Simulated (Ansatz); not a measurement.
Write the native input for Ansatz 0.2.0 that does the following.

```yaml
Task: single point
Functional: PBEsol
Potentials_or_basis: Ansatz PAW
Cutoff: "420 eV (not typed: the program's choice for these potentials)"
k_mesh: 8 × 8 × 5
Occupations: fermi-dirac, width 0.05 eV
Spin: collinear spin, ferromagnetic start
Starting_moments: "[2.2, 0.0, 0.0] μB"
Fixed_moment: 2.2 μB
```

The system is FeSi2 (Linzhiite).

```
Fe Si
1.0
     2.68400    0.00000    0.00000
     0.00000    2.68400    0.00000
     0.00000    0.00000    5.12800
Fe Si
1 2
Direct
  0.00000 0.00000 0.00000
  0.50000 0.50000 0.73000
  0.50000 0.50000 0.27000
```

These files were run (other wordings do the same):

input.yaml

```yaml
crystal:
  lattice:
    - [2.684, 0.0, 0.0]
    - [0.0, 2.684, 0.0]
    - [0.0, 0.0, 5.128]
  atoms:
    - { symbol: Fe, position: [0.0, 0.0, 0.0], spin: 2.2 }
    - { symbol: Si, position: [0.5, 0.5, 0.73] }
    - { symbol: Si, position: [0.5, 0.5, 0.27] }
hamiltonian:
  xc: pbesol
  pseudopotentials: { kind: paw }
magnetization:
  spin_polarized: true
  initial_magnetization: 2.2
  spin_locking: { lock_magnetization: hard }
kpoints:
  mp_grid: { grid: [8, 8, 5] }
scf:
  occupations: { method: fermi_dirac, width: 0.05 }
  lower_state_search: "off"
output:
  forces: true
  stress: true
  eigenvalues: true
```

Potentials or basis: Ansatz PAW.

The run is started by

```console
$ ansatz run input.yaml --threads 2 --pin off --max-ram 5632MiB --backend cpu --events-out ev --progress --plain --runs-dir out
```

Results of the run:

- Pressure: 12.9 GPa
- Largest force: 0.945 eV/Å
- Net moment: 2.20 μB per cell
- Absolute moment: 2.26 μB per cell
- Site moments: Fe +1.80; Si +0.07 μB

Caveat: the total moment is fixed, so each spin has its own Fermi level; the PAW data sets come from PBE, with cores solved anew for the run's functional, which leaves a small shift of forces and pressure; the thresholds are loose for stress.

Wall time 3.5 s on 2 threads of AMD EPYC 7R43 64-Core Processor (Zen 3), with other jobs on the host, peak memory 0.35 GiB.
